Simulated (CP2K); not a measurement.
Runs of CP2K 2026.2 on Sc. Symmetry: P6_3/mmc, No. 194, hexagonal system. Conventional cell: a = 3.309 Å, b = 3.309 Å, c = 5.273 Å, α = 90.00°, β = 90.00°, γ = 120.00°. Around Sc (site symmetry -6m2) lie 12 Sc at 3.26 to 3.31 Å. 

```csv
level,potentials or basis,smearing,EPS_DEFAULT,NGRIDS,basis sets,potentials,points a segment of the path (NPOINTS),gap on the mesh (eV),pressure (GPa)
PBE,POTENTIAL_UZH Sc GTH-PBE-q11; TZVP-MOLOPT-PBE-GTH basis,fermi-dirac 0.0259 eV,1.0E-9,5,Sc TZVP-MOLOPT-PBE-GTH-q11,Sc GTH-PBE-q11 of POTENTIAL_UZH,8,none,-0.8
LDA,GTH_POTENTIALS Sc GTH-PADE-q11; TZVP-MOLOPT-PBE-GTH basis,fermi-dirac 0.1 eV,1.0E-10,4,Sc TZVP-MOLOPT-PBE-GTH-q11,Sc GTH-PADE-q11 of GTH_POTENTIALS,10,none,-5.1
r2SCAN,POTENTIAL_UZH Sc GTH-SCAN-q11; TZVP-MOLOPT-SCAN-GTH basis,fermi-dirac 0.05 eV,1.0E-9,4,Sc TZVP-MOLOPT-SCAN-GTH-q11,Sc GTH-SCAN-q11 of POTENTIAL_UZH,6,none,-0.7
PBEsol,POTENTIAL_UZH Sc GTH-PBE-q11; TZVP-MOLOPT-PBE-GTH basis,fermi-dirac 0.05 eV,1.0E-9,4,Sc TZVP-MOLOPT-PBE-GTH-q11,Sc GTH-PBE-q11 of POTENTIAL_UZH,10,none,(a)
TB-mBJ,POTENTIAL_UZH Sc GTH-PBE-q11; TZVP-MOLOPT-PBE-GTH basis,fermi-dirac 0.1 eV,1.0E-9,5,Sc TZVP-MOLOPT-PBE-GTH-q11,Sc GTH-PBE-q11 of POTENTIAL_UZH,6,none,-
```

Alike in all rows: task band structure; no spin polarisation; cell as given; k mesh 9 × 9 × 5.

Problem. Fill in the values left out.

Solution. (a) -2.8.

Caveats: the basis of atomic orbitals isn't converged, which shifts pressures, moduli and gaps; the potentials were made for another functional, which shifts forces and pressure (some runs); this is a model potential without an energy functional, so only levels have meaning (some runs).

A gap of «none» marks a metal or a gap under the smearing width.
